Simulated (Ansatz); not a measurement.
# SnO: the cost of one run

Method: DFT r2SCAN, scalar-relativistic, plane waves, PAW, in Ansatz 0.2.0.

**1. The system as given**

Symmetry: Pmn2_1, No. 31, orthorhombic system. The conventional cell has a = 3.355 Å, b = 5.674 Å, c = 4.222 Å, α = 90.00°, β = 90.00°, γ = 90.00°. Around Sn (site symmetry m) lie 3 O at 2.15 to 2.16 Å. Around O (site symmetry m) lie 3 Sn at 2.15 to 2.16 Å.

Structure file:

```xyz
4
Lattice="3.3550 0.0000 0.0000 0.0000 5.6741 0.0000 0.0000 0.0000 4.2220" Properties=species:S:1:pos:R:3 pbc="T T T"
Sn    0.0000    1.3159    2.1665
Sn    1.6775    4.3582    0.0555
O     0.0000    5.0570    3.1110
O     1.6775    0.6171    1.0000
```

It goes back to an entry of the Materials Project, which need not be the stable form.

The cell is taken as given, not relaxed at this level.

**2. Zero of the scan**

Contents of input.yaml:

```yaml
crystal:
  lattice:
    - [3.355005, 0.0, 0.0]
    - [0.0, 5.674104, 0.0]
    - [0.0, 0.0, 4.22197]
  atoms:
    - { symbol: Sn, position: [0.0, 0.231909, 0.513144] }
    - { symbol: Sn, position: [0.5, 0.768091, 0.013144] }
    - { symbol: O, position: [0.0, 0.89125, 0.736857] }
    - { symbol: O, position: [0.5, 0.10875, 0.236857] }
basis:
  ecutwfc: 500
kpoints:
  mp_grid: { grid: [8, 6, 6] }
hamiltonian:
  xc: r2scan
scf:
  occupations: { method: gaussian, width: 0.05 }
output:
  forces: true
  stress: true
  eigenvalues: true
  write_density: true
  write_potential: true
  elf: true
  volumetric_format: npy
```

Run with:

```sh
$ ansatz run input.yaml --threads 1 --pin off --max-ram 2560MiB --backend cpu --events-out ev --progress --plain --runs-dir out
```

**Question.** How long does this run take on 1 thread of Intel Xeon at 2.50GHz (Skylake/Cascade Lake), shared host, and how much memory does it need?

About 67 s, with a peak of 0.54 GiB.
